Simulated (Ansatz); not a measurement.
# BaS: the cost of one run

Method: DFT PBE, scalar-relativistic, plane waves, PAW, in Ansatz 0.2.0.

### Step 1. The system as given

The structure is hexagonal, space group P6_3mc (No. 186). The conventional cell has a = 5.009 Å, b = 5.009 Å, c = 8.241 Å, α = 90.00°, β = 90.00°, γ = 120.00°. Around Ba (site symmetry 3m) lie 4 S at 3.08 Å. S (site symmetry 3m) is surrounded by 4 Ba at 3.08 Å.

As a file:

```
Ba S
1.0
     5.00882    0.00000    0.00000
    -2.50441    4.33777    0.00000
     0.00000    0.00000    8.24109
Ba S
2 2
Direct
  0.33333 0.66667 0.37313
  0.66667 0.33333 0.87313
  0.33333 0.66667 0.00000
  0.66667 0.33333 0.50000
```

The cell is invented: close-packed anion layers stacked AB|A, with sites between them filled layer by layer (P6_3mc, No. 186). Its size is a rough estimate.

### Step 2. The guess as it stands, on a coarse mesh

input.yaml reads:

```yaml
crystal:
  lattice:
    - [5.00882466, 0.0, 0.0]
    - [-2.50441233, 4.3377694, 0.0]
    - [0.0, 0.0, 8.24108844]
  atoms:
    - { symbol: Ba, position: [0.33333333, 0.66666667, 0.37313493] }
    - { symbol: Ba, position: [0.66666667, 0.33333333, 0.87313493] }
    - { symbol: S, position: [0.33333333, 0.66666667, 0.0] }
    - { symbol: S, position: [0.66666667, 0.33333333, 0.5] }
basis:
  ecutwfc: 420
kpoints:
  mp_grid: { grid: [6, 6, 2] }
hamiltonian:
  xc: pbe
scf:
  occupations: { method: gaussian, width: 0.1 }
  lower_state_search: "off"
output:
  forces: true
  stress: true
  eigenvalues: true
```

The run is started by

```console
> ansatz run input.yaml --threads 1 --pin off --max-ram 2048MiB --backend cpu --events-out ev --progress --plain --runs-dir out
```

**Question.** How long does this run take on 1 thread of Arm Neoverse V1, shared host, and how much memory does it need?

About 4.2 s, with a peak of 0.35 GiB.
